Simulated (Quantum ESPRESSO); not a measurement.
# BN (R3m) in Quantum ESPRESSO: further runs

One crystal, BN, is run at these levels: r2SCAN; tasks: single point, equation of state.

Everything below comes from runs of Quantum ESPRESSO 7.5. Logs are shortened: lines on timing, memory, paths and dates and some standing lists are left out, and cuts for length are marked.

### Step 1. The structure

The structure is trigonal, space group R3m (No. 160). Conventional cell: a = 2.502 Å, b = 2.502 Å, c = 10.119 Å, α = 90.00°, β = 90.00°, γ = 120.00°. N (site symmetry 3m) is surrounded by 3 B at 1.44 Å. Around B (site symmetry 3m) lie 3 N at 1.44 Å.

The cell is a database's computed one.

### Step 2. Single point, r2SCAN, 8.60 Å³/atom

Contents of pw.in:

```
&CONTROL
  calculation = 'scf'
  prefix = 'pwscf'
  outdir = './tmp'
  pseudo_dir = './pseudo'
  tstress = .true.
  disk_io = 'nowf'
/
&SYSTEM
  ibrav = 0
  nat = 2
  ntyp = 2
  ecutwfc = 88
  nbnd = 9
  input_dft = 'r2scan'
  occupations = 'smearing'
  smearing = 'fd'
  degauss = 0.00367493
  nosym = .true.
  nr1 = 48
  nr2 = 48
  nr3 = 48
/
&ELECTRONS
  conv_thr = 1d-08
  electron_maxstep = 120
  mixing_beta = 0.5
/
ATOMIC_SPECIES
N     14.0070 N_ONCV_PBE-1.2.upf
B     10.8100 B_ONCV_PBE-1.2.upf
CELL_PARAMETERS angstrom
   1.2255815191    0.7075898200    3.3040796871
  -1.2255815191    0.7075898200    3.3040796871
   0.0000000000   -1.4151796399    3.3040796871
ATOMIC_POSITIONS crystal
N      0.6672382000    0.6672382000    0.6672382000
B      0.0003288000    0.0003288000    0.0003288000
K_POINTS automatic
9 9 9 0 0 0
```

Potentials or basis: SG15 PBE 1.2.

The run is started by

```console
> OMP_NUM_THREADS=1 mpirun -n 2 pw.x -nk 2 -in pw.in > pw.out
```

pw.out:

```text
This program is part of the open-source Quantum ESPRESSO suite
     for quantum simulation of materials; please cite
         "P. Giannozzi et al., J. Phys.:Condens. Matter 21 395502 (2009);
         "P. Giannozzi et al., J. Phys.:Condens. Matter 29 465901 (2017);
         "P. Giannozzi et al., J. Chem. Phys. 152 154105 (2020);
     in publications or presentations arising from this work. More details at

     IMPORTANT: XC functional enforced from input :
     Exchange-correlation= R2SCAN
                           (   0   0   0   0   0 497 498)
     Any further DFT definition will be discarded
     Please, verify this is what you really want

     K-points division:     npool     =       2
     Subspace diagonalization in iterative solution of the eigenvalue problem:
     a serial algorithm will be used

     G-vector sticks info
     --------------------
     sticks:   dense  smooth     PW     G-vecs:    dense   smooth      PW
     Sum         827     827    267                12907    12907    2415

     Using Slab Decomposition

     bravais-lattice index     =            0
     lattice parameter (alat)  =       6.7924  a.u.
     unit-cell volume          =     116.0171 (a.u.)^3
     number of atoms/cell      =            2
     number of atomic types    =            2
     number of electrons       =         8.00
     number of Kohn-Sham states=            9
     kinetic-energy cutoff     =      88.0000  Ry
     charge density cutoff     =     352.0000  Ry
     scf convergence threshold =      1.0E-08
     mixing beta               =       0.5000
     number of iterations used =            8  plain     mixing
     Exchange-correlation= R2SCAN
                           (   0   0   0   0   0 497 498)

     celldm(1)=   6.792422  celldm(2)=   0.000000  celldm(3)=   0.000000
     celldm(4)=   0.000000  celldm(5)=   0.000000  celldm(6)=   0.000000

     crystal axes: (cart. coord. in units of alat)
               a(1) = (   0.340970   0.196859   0.919231 )
               a(2) = (  -0.340970   0.196859   0.919231 )
               a(3) = (   0.000000  -0.393718   0.919231 )

     reciprocal axes: (cart. coord. in units 2 pi/alat)
               b(1) = (  1.466404  0.846629  0.362622 )
               b(2) = ( -1.466404  0.846629  0.362622 )
               b(3) = ( -0.000000 -1.693257  0.362622 )

     PseudoPot. # 1 for N  read from file:
     N_ONCV_PBE-1.2.upf
     Pseudo is Norm-conserving, Zval =  5.0
     Generated using ONCVPSP code by D. R. Hamann
     Using radial grid of  602 points,  4 beta functions with:
                l(1) =   0
                l(2) =   0
                l(3) =   1
                l(4) =   1

     PseudoPot. # 2 for B  read from file:
     B_ONCV_PBE-1.2.upf
     Pseudo is Norm-conserving, Zval =  3.0
     Generated using ONCVPSP code by D. R. Hamann
     Using radial grid of  602 points,  4 beta functions with:
                l(1) =   0
                l(2) =   0
                l(3) =   1
                l(4) =   1

     atomic species   valence    mass     pseudopotential
     N                 5.00    14.00700     N ( 1.00)
     B                 3.00    10.81000     B ( 1.00)

     No symmetry found

   Cartesian axes

     site n.     atom                  positions (alat units)
         1        N      tau(   1) = (  -0.0000000   0.0000000   1.8400383  )
         2        B      tau(   2) = (   0.0000000   0.0000000   0.0009067  )

     number of k points=   365  Fermi-Dirac smearing, width (Ry)=  0.0037

     Number of k-points >= 100: set verbosity='high' to print them.

     Dense  grid:    12907 G-vectors     FFT dimensions: (  48,  48,  48)

     WARNING: libxc functional with ID  497 depends
      on external parameters: check the user_guide of
      QE if you need to modify them or to check their
      default values.

     WARNING: libxc functional with ID  498 depends
      on external parameters: check the user_guide of
      QE if you need to modify them or to check their
      default values.

     Initial potential from superposition of free atoms

     starting charge       7.9803, renormalised to       8.0000
     Starting wfcs are random

     Self-consistent Calculation

     iteration #  1     ecut=    88.00 Ry     beta= 0.50
     Davidson diagonalization with overlap
     ethr =  1.00E-02,  avg # of iterations =  8.9

     total energy              =     -25.67377739 Ry
     estimated scf accuracy    <       5.53813935 Ry

     iteration #  2     ecut=    88.00 Ry     beta= 0.50
     Davidson diagonalization with overlap
     ethr =  1.00E-02,  avg # of iterations =  1.0

     total energy              =     -25.73789636 Ry
     estimated scf accuracy    <       0.72245582 Ry

     iteration #  3     ecut=    88.00 Ry     beta= 0.50
     Davidson diagonalization with overlap
     ethr =  9.03E-03,  avg # of iterations =  1.0

     total energy              =     -25.74199966 Ry
     estimated scf accuracy    <       0.06492930 Ry

     iteration #  4     ecut=    88.00 Ry     beta= 0.50
     Davidson diagonalization with overlap
     ethr =  8.12E-04,  avg # of iterations =  1.1

     total energy              =     -25.74225613 Ry
     estimated scf accuracy    <       0.00025285 Ry

     iteration #  5     ecut=    88.00 Ry     beta= 0.50
     Davidson diagonalization with overlap
     c_bands:  1 eigenvalues not converged
     ethr =  3.16E-06,  avg # of iterations =  6.4

     total energy              =     -25.74230980 Ry
     estimated scf accuracy    <       0.00003587 Ry

     iteration #  6     ecut=    88.00 Ry     beta= 0.50
     Davidson diagonalization with overlap
     ethr =  4.48E-07,  avg # of iterations =  1.0

     total energy              =     -25.74231223 Ry
     estimated scf accuracy    <       0.00000988 Ry

     iteration #  7     ecut=    88.00 Ry     beta= 0.50
     Davidson diagonalization with overlap
     ethr =  1.23E-07,  avg # of iterations =  1.0

     total energy              =     -25.74231284 Ry
     estimated scf accuracy    <       0.00000228 Ry

     iteration #  8     ecut=    88.00 Ry     beta= 0.50
     Davidson diagonalization with overlap
     ethr =  2.85E-08,  avg # of iterations =  1.0

     total energy              =     -25.74231286 Ry
     estimated scf accuracy    <       0.00000019 Ry

     iteration #  9     ecut=    88.00 Ry     beta= 0.50
     Davidson diagonalization with overlap
     ethr =  2.36E-09,  avg # of iterations =  1.0

     End of self-consistent calculation

     Number of k-points >= 100: set verbosity='high' to print the bands.

     the Fermi energy is     6.8212 ev

!    total energy              =     -25.74231287 Ry
     estimated scf accuracy    <          9.1E-10 Ry
     smearing contrib. (-TS)   =       0.00000000 Ry
     internal energy E=F+TS    =     -25.74231287 Ry

     The total energy is F=E-TS. E is the sum of the following terms:
     one-electron contribution =      -8.25457877 Ry
     hartree contribution      =       8.37235968 Ry
     xc contribution           =      -7.46378873 Ry
     ewald contribution        =     -18.39630506 Ry

     convergence has been achieved in   9 iterations

     Computing stress (Cartesian axis) and pressure

          total   stress  (Ry/bohr**3)                   (kbar)     P=      146.02
   0.00145589  -0.00000000   0.00000000          214.17       -0.00        0.00
  -0.00000000   0.00145589  -0.00000000           -0.00      214.17       -0.00
   0.00000000  -0.00000000   0.00006609            0.00       -0.00        9.72

=------------------------------------------------------------------------------=
   JOB DONE.
=------------------------------------------------------------------------------=
```

Wall time 2.8 min (2 MPI ranks of Intel Xeon 6975P-C (Granite Rapids), shared host); peak memory 0.24 GiB.

Results:

- Free energy: -350.2420 eV
- Pressure: 14.6 GPa
- Band gap on the k mesh: 5.08 eV, indirect (least direct gap 5.59 eV)

Caveat: the potentials were made for another functional, which shifts forces and pressure; an odd mesh through Γ misses points on the zone boundary, where band edges often lie.

### Step 3. Single point, r2SCAN, 8.78 Å³/atom

pw.in, as its differences from that of step 2:

```diff
@@ -32,5 +32,5 @@
 CELL_PARAMETERS angstrom
-   1.2255815191    0.7075898200    3.3040796871
-  -1.2255815191    0.7075898200    3.3040796871
-   0.0000000000   -1.4151796399    3.3040796871
+   1.2342126593    0.7125730110    3.3273486205
+  -1.2342126593    0.7125730110    3.3273486205
+   0.0000000000   -1.4251460221    3.3273486205
 ATOMIC_POSITIONS crystal
```

Potentials or basis: SG15 PBE 1.2.

The run is started by

```console
> OMP_NUM_THREADS=1 mpirun -n 2 pw.x -nk 2 -in pw.in > pw.out
```

Run time: 2.8 min. Hardware: 2 MPI ranks of Intel Xeon 6975P-C (Granite Rapids), shared host; peak memory 0.24 GiB.

Results (log left out):

```yaml
Free_energy: -350.2685 eV
Pressure: 8.7 GPa
Band_gap_on_the_k_mesh: 5.05 eV, indirect (least direct gap 5.53 eV)
```

Caveat: the potentials were made for another functional, which shifts forces and pressure; an odd mesh through Γ misses points on the zone boundary, where band edges often lie.

### Step 4. Single point, r2SCAN, 8.96 Å³/atom

pw.in, as its differences from that of step 3:

```diff
@@ -32,5 +32,5 @@
 CELL_PARAMETERS angstrom
-   1.2342126593    0.7125730110    3.3273486205
-  -1.2342126593    0.7125730110    3.3273486205
-   0.0000000000   -1.4251460221    3.3273486205
+   1.2427247397    0.7174874630    3.3502965776
+  -1.2427247397    0.7174874630    3.3502965776
+   0.0000000000   -1.4349749260    3.3502965776
 ATOMIC_POSITIONS crystal
```

The run is started by

```console
> OMP_NUM_THREADS=1 mpirun -n 2 pw.x -nk 2 -in pw.in > pw.out
```

Run time: 2.8 min. Hardware: 2 MPI ranks of Intel Xeon 6975P-C (Granite Rapids), shared host; peak memory 0.24 GiB.

Results (log left out):

* Free energy: -350.2820 eV
* Pressure: 3.2 GPa
* Band gap on the k mesh: 5.02 eV, indirect (least direct gap 5.48 eV)

Caveat: the potentials were made for another functional, which shifts forces and pressure; an odd mesh through Γ misses points on the zone boundary, where band edges often lie.

### Step 5. Single point, r2SCAN, 9.14 Å³/atom

pw.in, as its differences from that of step 4:

```diff
@@ -32,5 +32,5 @@
 CELL_PARAMETERS angstrom
-   1.2427247397    0.7174874630    3.3502965776
-  -1.2427247397    0.7174874630    3.3502965776
-   0.0000000000   -1.4349749260    3.3502965776
+   1.2511217832    0.7223354983    3.3729344033
+  -1.2511217832    0.7223354983    3.3729344033
+   0.0000000000   -1.4446709966    3.3729344033
 ATOMIC_POSITIONS crystal
```

The run is started by

```console
> OMP_NUM_THREADS=1 mpirun -n 2 pw.x -nk 2 -in pw.in > pw.out
```

Run time: 2.9 min. Hardware: 2 MPI ranks of Intel Xeon 6975P-C (Granite Rapids), shared host; peak memory 0.24 GiB.

It converged, with:

```yaml
Free_energy: -350.2837 eV
Pressure: -1.7 GPa
Band_gap_on_the_k_mesh: 4.99 eV, indirect (least direct gap 5.42 eV)
```

Caveat: the potentials were made for another functional, which shifts forces and pressure; an odd mesh through Γ misses points on the zone boundary, where band edges often lie.

### Step 6. Single point, r2SCAN, 9.33 Å³/atom

pw.in, as its differences from that of step 5:

```diff
@@ -32,5 +32,5 @@
 CELL_PARAMETERS angstrom
-   1.2511217832    0.7223354983    3.3729344033
-  -1.2511217832    0.7223354983    3.3729344033
-   0.0000000000   -1.4446709966    3.3729344033
+   1.2594075994    0.7271193165    3.3952723682
+  -1.2594075994    0.7271193165    3.3952723682
+   0.0000000000   -1.4542386330    3.3952723682
 ATOMIC_POSITIONS crystal
```

Potentials or basis: SG15 PBE 1.2.

The run is started by

```console
> OMP_NUM_THREADS=1 mpirun -n 2 pw.x -nk 2 -in pw.in > pw.out
```

It took 2.8 min on 2 MPI ranks of Intel Xeon 6975P-C (Granite Rapids), shared host; peak memory 0.26 GiB.

It converged, with:

- Free energy: -350.2746 eV
- Pressure: -6.2 GPa
- Band gap on the k mesh: 4.96 eV, indirect (least direct gap 5.37 eV)

Caveat: the potentials were made for another functional, which shifts forces and pressure; an odd mesh through Γ misses points on the zone boundary, where band edges often lie.

### Step 7. Single point, r2SCAN, 9.51 Å³/atom

pw.in, as its differences from that of step 6:

```diff
@@ -32,5 +32,5 @@
 CELL_PARAMETERS angstrom
-   1.2594075994    0.7271193165    3.3952723682
-  -1.2594075994    0.7271193165    3.3952723682
-   0.0000000000   -1.4542386330    3.3952723682
+   1.2675858000    0.7318410028    3.4173202092
+  -1.2675858000    0.7318410028    3.4173202092
+   0.0000000000   -1.4636820056    3.4173202092
 ATOMIC_POSITIONS crystal
```

The run is started by

```console
> OMP_NUM_THREADS=1 mpirun -n 2 pw.x -nk 2 -in pw.in > pw.out
```

It took 2.8 min on 2 MPI ranks of Intel Xeon 6975P-C (Granite Rapids), shared host; peak memory 0.24 GiB.

The run converged. Its results:

```
Free energy            : -350.2556 eV
Pressure               : -10.3 GPa
Band gap on the k mesh : 4.92 eV, indirect (least direct gap 5.32 eV)
```

Caveat: the potentials were made for another functional, which shifts forces and pressure; an odd mesh through Γ misses points on the zone boundary, where band edges often lie.

### Step 8. Single point, r2SCAN, 9.69 Å³/atom

pw.in, as its differences from that of step 7:

```diff
@@ -32,5 +32,5 @@
 CELL_PARAMETERS angstrom
-   1.2675858000    0.7318410028    3.4173202092
-  -1.2675858000    0.7318410028    3.4173202092
-   0.0000000000   -1.4636820056    3.4173202092
+   1.2756598126    0.7365025362    3.4390871668
+  -1.2756598126    0.7365025362    3.4390871668
+   0.0000000000   -1.4730050723    3.4390871668
 ATOMIC_POSITIONS crystal
```

The run is started by

```console
> OMP_NUM_THREADS=1 mpirun -n 2 pw.x -nk 2 -in pw.in > pw.out
```

It took 3.1 min on 2 MPI ranks of Intel Xeon 6975P-C (Granite Rapids), shared host; peak memory 0.24 GiB.

The run converged. Its results:

| Quantity | Value |
| --- | --- |
| Free energy | -350.2277 eV |
| Pressure | -14.1 GPa |
| Band gap on the k mesh | 4.89 eV, indirect (least direct gap 5.27 eV) |

Caveat: the potentials were made for another functional, which shifts forces and pressure; an odd mesh through Γ misses points on the zone boundary, where band edges often lie.

### Step 9. Equation of state, r2SCAN

Potentials or basis: SG15 PBE 1.2.

No new run: the results of the series are fitted here.

Results:

| Quantity | Value |
| --- | --- |
| Equilibrium volume | 9.08 Å³/atom |
| Bulk modulus at fixed shape and positions | 242 GPa |
| Pressure derivative of the bulk modulus | 3.5 |

Energy against volume, from the lowest point:
| volume (Å³/atom) | energy (meV/atom) |
| --- | --- |
| 8.596 | 20.84 |
| 8.779 | 7.60 |
| 8.962 | 0.85 |
| 9.145 | 0.00 |
| 9.328 | 4.55 |
| 9.510 | 14.03 |
| 9.693 | 28.00 |

Caveat: the potentials were made for another functional, which shifts forces and pressure; the cell was scaled at fixed shape and fractional positions, which overstates the stiffness of a crystal with free parameters, most of all of layers and chains.
